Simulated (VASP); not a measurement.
# HfN (R3m) in VASP: electric field gradients with PBE

Aim: the electric field gradients of HfN with PBE.

All numbers are computed with VASP 6.6.1; they aren't measurements. Logs are shortened: lines on timing, memory, paths and dates and some standing lists are left out, and cuts for length are marked.

## (1) The cell of the first run

It takes space group R3m (No. 160, trigonal). Conventional cell: a = 3.195 Å, b = 3.195 Å, c = 7.825 Å, α = 90.00°, β = 90.00°, γ = 120.00°. Hf (site symmetry 3m) is surrounded by 6 N at 2.15 to 2.38 Å. Around N (site symmetry 3m) lie 6 Hf at 2.15 to 2.38 Å.

## (2) Electric field gradients, PBE (atom 2 (N) moved by [0.11547, 0.11547, 0.11547] A, PAW files)

Input file INCAR:

```
ALGO = Normal
EDIFF = 1E-8
ENCUT = 520
GGA = PE
ISIF = 2
ISMEAR = -1
LASPH = True
LCHARG = False
LEFG = True
LREAL = False
LWAVE = False
NBANDS = 14
NELM = 100
PREC = Accurate
SIGMA = 0.01
```

Input file KPOINTS:

```
k-points
0
Gamma
  10 10 10
```

Input file POSCAR:

```
HfN
1.0
    0.0000000000      2.2590000000      2.2590000000
    2.2590000000      0.0000000000      2.2590000000
    2.2590000000      2.2590000000      0.0000000000
Hf N
1 1
Direct
    0.0000000000      0.0000000000      0.0000000000
    0.5255577689      0.5255577689      0.5255577689
```

Potentials or basis: VASP PAW PBE potentials, release 64 (Hf_pv, N).

On the command line:

```bash
cat potpaw_PBE.64/Hf_pv/POTCAR potpaw_PBE.64/N/POTCAR > POTCAR
mpirun -np 1 vasp_std > vasp.out
```

OUTCAR:

```text
EDIFF = 1E-8
   ENCUT = 520
   GGA = PE
   ISIF = 2
   ISMEAR = -1
   LASPH = True
   LREAL = False
   NELM = 100
   PREC = Accurate

 ion  position               nearest neighbor table
   1  0.000  0.000  0.000-   2 2.15   2 2.15   2 2.15   2 2.38   2 2.38   2 2.38
   2  0.526  0.526  0.526-   1 2.15   1 2.15   1 2.15   1 2.38   1 2.38   1 2.38

  LATTYP: Found a face centered cubic cell.
 ALAT       =     4.5180000000

  Lattice vectors:

 A1 = (   0.0000000000,   2.2590000000,   2.2590000000)
 A2 = (   2.2590000000,   0.0000000000,   2.2590000000)
 A3 = (   2.2590000000,   2.2590000000,   0.0000000000)

Analysis of symmetry for initial positions (statically):
=====================================================================
 Subroutine PRICEL returns:
 Original cell was already a primitive cell.

 Routine SETGRP: Setting up the symmetry group for a
 face centered cubic supercell.

 Subroutine GETGRP returns: Found  6 space group operations
 (whereof  6 operations were pure point group operations)
 out of a pool of 48 trial point group operations.

The static configuration has the point symmetry C_3v.

Analysis of symmetry for dynamics (positions and initial velocities):
=====================================================================
 Subroutine PRICEL returns:
 Original cell was already a primitive cell.

 Routine SETGRP: Setting up the symmetry group for a
 face centered cubic supercell.

 Subroutine GETGRP returns: Found  6 space group operations
 (whereof  6 operations were pure point group operations)
 out of a pool of 48 trial point group operations.

The dynamic configuration has the point symmetry C_3v.

 Subroutine INISYM returns: Found  6 space group operations
 (whereof  6 operations are pure point group operations),
 and found     1 'primitive' translations

----------------------------------------------------------------------------------------

                                     Primitive cell

  volume of cell :      23.0557

  direct lattice vectors                    reciprocal lattice vectors
     0.000000000  2.259000000  2.259000000    -0.221336875  0.221336875  0.221336875
     2.259000000  0.000000000  2.259000000     0.221336875 -0.221336875  0.221336875
     2.259000000  2.259000000  0.000000000     0.221336875  0.221336875 -0.221336875

  length of vectors
     3.194708437  3.194708437  3.194708437     0.383366713  0.383366713  0.383366713

  position of ions in fractional coordinates (direct lattice)
     0.000000000  0.000000000  0.000000000
     0.525557769  0.525557769  0.525557769

  ion indices of the primitive-cell ions
   primitive index   ion index
                 1           1
                 2           2

----------------------------------------------------------------------------------------

 KPOINTS: k-points

Automatic generation of k-mesh.
 Grid dimensions read from file:
 generate k-points for:   10   10   10

 Generating k-lattice:

  Cartesian coordinates                     Fractional coordinates (reciprocal lattice)
    -0.022133687  0.022133687  0.022133687     0.100000000  0.000000000  0.000000000
     0.022133687 -0.022133687  0.022133687     0.000000000  0.100000000  0.000000000
     0.022133687  0.022133687 -0.022133687     0.000000000  0.000000000  0.100000000

  Length of vectors
     0.038336671  0.038336671  0.038336671

  Shift w.r.t. Gamma in fractional coordinates (k-lattice)
     0.000000000  0.000000000  0.000000000

 Subroutine IBZKPT returns following result:
 ===========================================

 Found    116 irreducible k-points:

 Following reciprocal coordinates:
            Coordinates               Weight
  0.000000  0.000000  0.000000      1.000000
  0.100000  0.000000  0.000000      6.000000
  0.100000  0.100000  0.100000      2.000000
  0.200000  0.000000  0.000000      6.000000
  0.200000  0.200000  0.200000      2.000000
  0.300000  0.000000  0.000000      6.000000
[... 16 lines left out ...]
  0.100000  0.100000 -0.400000      6.000000
  0.500000  0.400000  0.500000      6.000000
 [... further k-points ...]
   k-points           NKPTS =    116   k-points in BZ     NKDIM =    116   number of bands    NBANDS=     14
   number of dos      NEDOS =    301   number of ions     NIONS =      2
   total plane-waves  NPLWV =  13824
   dimension x,y,z NGX =    24 NGY =   24 NGZ =   24
   dimension x,y,z NGXF=    48 NGYF=   48 NGZF=   48
   ions per type =               1   1
   NGX,Y,Z   is equivalent  to a cutoff of  12.49, 12.49, 12.49 a.u.
   NGXF,Y,Z  is equivalent  to a cutoff of  24.98, 24.98, 24.98 a.u.
 SYSTEM =  unknown system
   PREC   = accura    normal or accurate (medium, high low for compatibility)
   ISTART =      0    job   : 0-new  1-cont  2-samecut
   ICHARG =      2    charge: 1-file 2-atom 10-const
   ISPIN  =      1    spin polarized calculation?
   LNONCOLLINEAR =      F non collinear calculations
   LSORBIT =      F    spin-orbit coupling
   LASPH  =      T    aspherical Exc in radial PAW
   ENCUT  =  520.0 eV  38.22 Ry    6.18 a.u.   5.94  5.94  5.94*2*pi/ulx,y,z
   NELM   =    100;   NELMIN=  2; NELMDL= -5     # of ELM steps
   EDIFF  = 0.1E-07   stopping-criterion for ELM
   LREAL  =      F    real-space projection
   EDIFFG = 0.1E-06   stopping-criterion for IOM
   NSW    =      0    number of steps for IOM
   IBRION =     -1    ionic relax: 0-MD 1-quasi-New 2-CG
   NFREE  =      0    steps in history (QN), initial steepest desc. (CG)
   ISIF   =      2    stress and relaxation
   ISYM   =      2    0-nonsym 1-usesym 2-fastsym
   POTIM  = 0.5000    time-step for ionic-motion
   TEBEG  =    0.0;   TEEND  =   0.0 temperature during run
   PSTRESS=    0.0 pullay stress
   NELECT =      15.0000    total number of electrons
   NUPDOWN=      -1.0000    fix difference up-down
   EMIN   =  10.00;   EMAX   =-10.00  energy-range for DOS
   EFERMI =   0.00;   METHOD = LEGACY
   ISMEAR =    -1;   SIGMA  =   0.01  broadening in eV -4-tet -1-fermi 0-gaus
   EFERMI_NEDOS =   21; number of points for ismear=-14 and -15
   IALGO  =     38    algorithm
   IMIX   =      4    mixing-type and parameters
     AMIX     =   0.40;   BMIX     =  1.00
     AMIX_MAG =   1.60;   BMIX_MAG =  1.00
  volume/ion in A,a.u.               =      11.53        77.79
  Fermi-wavevector in a.u.,A,eV,Ry     =   1.418553  2.680677 27.378918  2.012294
  Thomas-Fermi vector in A             =   2.539667
   LORBIT       =      0    0 simple, 1 ext, 2 COOP (PROOUT), +10 PAW based schemes
   GGA     = PE    functional components
   LHFCALC =     F    Hartree Fock is set to
   AEXX    =    0.0000 exact exchange contribution
   IVDW    =     0    specifies the selected vdW correction
   LEPSILON=     F    determine dielectric tensor
   LRPA    =     F    only Hartree local field effects (RPA)
 non-spin polarized calculation
  energy-cutoff  :      520.00
  volume of cell :       23.06
 maximum number of plane-waves:       636
   NGX = 11   NGY = 11   NGZ = 11

 number of electron      15.0000000 magnetization

 Free energy of the ion-electron system (eV)
  ---------------------------------------------------
  ext. energy  EPLUGINS =         0.00000000
  ---------------------------------------------------
  free energy    TOTEN  =       -21.51801469 eV

  energy without entropy =      -21.51771953  energy(sigma->0) =      -21.51786711

 E-fermi :   8.3911     XC(G=0): -12.7157

 val. band max:        8.3813363562   @ k =  -0.3000   0.5000   0.2000
 cond. band min:       8.4029388496   @ k =   0.1000   0.0000   0.0000
 fundamental gap:      0.0216024934
 Fermi energy:         8.3910979242

 k-point     1 :       0.0000    0.0000    0.0000
  band No.  band energies     occupation
      1     -22.7446      2.00000
      2     -22.7218      2.00000
      3     -22.7218      2.00000
      4      -9.1333      2.00000
      5       4.7445      2.00000
      6       4.8753      2.00000
      7       4.8753      2.00000
      8       8.2359      2.00000
      9       8.2359      2.00000
     10       8.8848      0.00000
     11      10.0931      0.00000
     12      10.8187      0.00000
     13      10.8187      0.00000
     14      17.8614      0.00000

 k-point     2 :       0.1000    0.0000    0.0000
  band No.  band energies     occupation
      1     -22.8302      2.00000
      2     -22.7473      2.00000
      3     -22.7307      2.00000
      4      -8.9053      2.00000
      5       3.8192      2.00000
      6       4.4976      2.00000
      7       4.8388      2.00000
      8       8.1353      2.00000
      9       8.4029      0.46863
     10       8.8735      0.00000
     11      10.7615      0.00000
     12      11.5436      0.00000
     13      11.7336      0.00000
     14      18.6260      0.00000

 k-point     3 :       0.1000    0.1000    0.1000
  band No.  band energies     occupation
      1     -22.8441      2.00000
      2     -22.7302      2.00000
      3     -22.7302      2.00000
      4      -8.9125      2.00000
      5       4.0485      2.00000
      6       4.4498      2.00000
      7       4.4498      2.00000
      8       8.5013      0.00003
      9       8.5013      0.00003
     10       8.7598      0.00000
     11      10.9077      0.00000
     12      11.4947      0.00000
     13      11.4947      0.00000
     14      18.6468      0.00000
[... 324 lines left out ...]
 k-point    23 :       0.1000    0.1000   -0.4000
  band No.  band energies     occupation
      1     -23.6594      2.00000
      2     -22.8822      2.00000
      3     -22.8351      2.00000
      4      -6.6260      2.00000
      5      -0.1545      2.00000
      6       2.4044      2.00000
      7       2.4442      2.00000
      8      10.5776      0.00000
      9      11.5590      0.00000
     10      12.1010      0.00000
     11      13.4792      0.00000
     12      16.4472      0.00000
     13      17.3683      0.00000
     14      19.9025      0.00000

 k-point    24 :       0.5000    0.4000    0.5000
  band No.  band energies     occupation
      1     -23.6510      2.00000
      2     -22.8657      2.00000
      3     -22.8310      2.00000
      4      -6.6960      2.00000
      5      -0.1119      2.00000
      6       2.1866      2.00000
      7       2.2762      2.00000
      8      10.4703      0.00000
      9      12.0785      0.00000
     10      12.3001      0.00000
     11      14.0767      0.00000
     12      16.7912      0.00000
     13      17.2121      0.00000
     14      19.5060      0.00000

 [... further k-points ...]

------------------------ aborting loop because EDIFF is reached ----------------------------------------

  FORCE on cell =-STRESS in cart. coord.  units (eV):
  Direction    XX          YY          ZZ          XY          YZ          ZX
  --------------------------------------------------------------------------------------
  -------------------------------------------------------------------------------------
  Total        1.1988887      1.1988887      1.1988887     -0.1029464     -0.1029464     -0.1029464
  in kB       83.3126106     83.3126106     83.3126106     -7.1539018     -7.1539018     -7.1539018
  external PRESSURE =      83.3126106 kB  Pullay stress =       0.0000000 kB

 VOLUME and BASIS-vectors are now :
 -----------------------------------------------------------------------------
  energy-cutoff  :      520.00
  volume of cell :       23.06
      direct lattice vectors                 reciprocal lattice vectors
     0.000000000  2.259000000  2.259000000    -0.221336875  0.221336875  0.221336875
     2.259000000  0.000000000  2.259000000     0.221336875 -0.221336875  0.221336875
     2.259000000  2.259000000  0.000000000     0.221336875  0.221336875 -0.221336875

 POSITION                                       TOTAL-FORCE (eV/Angst)
 -----------------------------------------------------------------------------------
      0.00000      0.00000      0.00000         1.289097      1.289097      1.289097
      2.37447      2.37447      2.37447        -1.289097     -1.289097     -1.289097
 -----------------------------------------------------------------------------------
    total drift:                                0.000012      0.000012      0.000012

  FREE ENERGIE OF THE ION-ELECTRON SYSTEM (eV)
  ---------------------------------------------------
  free  energy   TOTEN  =       -21.5180146924 eV

  energy  without entropy=      -21.5177195329  energy(sigma->0) =      -21.51786711

 Electric field gradients (V/A^2)
---------------------------------------------------------------------
 ion       V_xx      V_yy      V_zz      V_xy      V_xz      V_yz
---------------------------------------------------------------------
   1       0.000     0.000    -0.000    18.395    18.395    18.395
   2      -0.000    -0.000     0.000     1.356     1.356     1.356
---------------------------------------------------------------------

 Electric field gradients after diagonalization (V/A^2)
 (convention: |V_zz| > |V_xx| > |V_yy|)
----------------------------------------------------------------------
 ion       V_xx      V_yy      V_zz     asymmetry (V_yy - V_xx)/ V_zz
----------------------------------------------------------------------
   1     -18.395   -18.395    36.790       0.000
   2      -1.356    -1.356     2.711       0.000
----------------------------------------------------------------------

           NMR quadrupolar parameters

 Cq : quadrupolar parameter    Cq=e*Q*V_zz/h
 eta: asymmetry parameters     (V_yy - V_xx)/ V_zz
 Q  : nuclear electric quadrupole moment in mb (millibarn)
----------------------------------------------------------------------
 ion       Cq(MHz)       eta       Q (mb)
----------------------------------------------------------------------
   1       0.089       0.000       1.000
   2       0.007       0.000       1.000
----------------------------------------------------------------------
```

Wall time 23 s (1 thread of AMD EPYC 9R45 (Zen 5), shared host); peak memory 0.13 GiB.

What came out:

| Property | Result |
| --- | --- |
| Free energy | -21.5180 eV |
| Pressure | 8.3 GPa |
| Largest force | 2.233 eV/Å |
| Band gap on the k mesh | none (metal or under the smearing width) |

Forces in eV/Å, atoms in the order of the input:
```
Hf   1.289  1.289  1.289
N   -1.289 -1.289 -1.289
```

Electric field gradients, principal values (V/Å²):
```csv
atom,Vxx,Vyy,Vzz
1 Hf,-18.395,-18.395,36.790
2 N,-1.356,-1.356,2.711
```

Caveat: forces of over 1 eV/Å show positions far from the minimum, so gaps and moduli don't describe the material at rest. The run has no spin-orbit coupling, so splittings on Hf are missing.
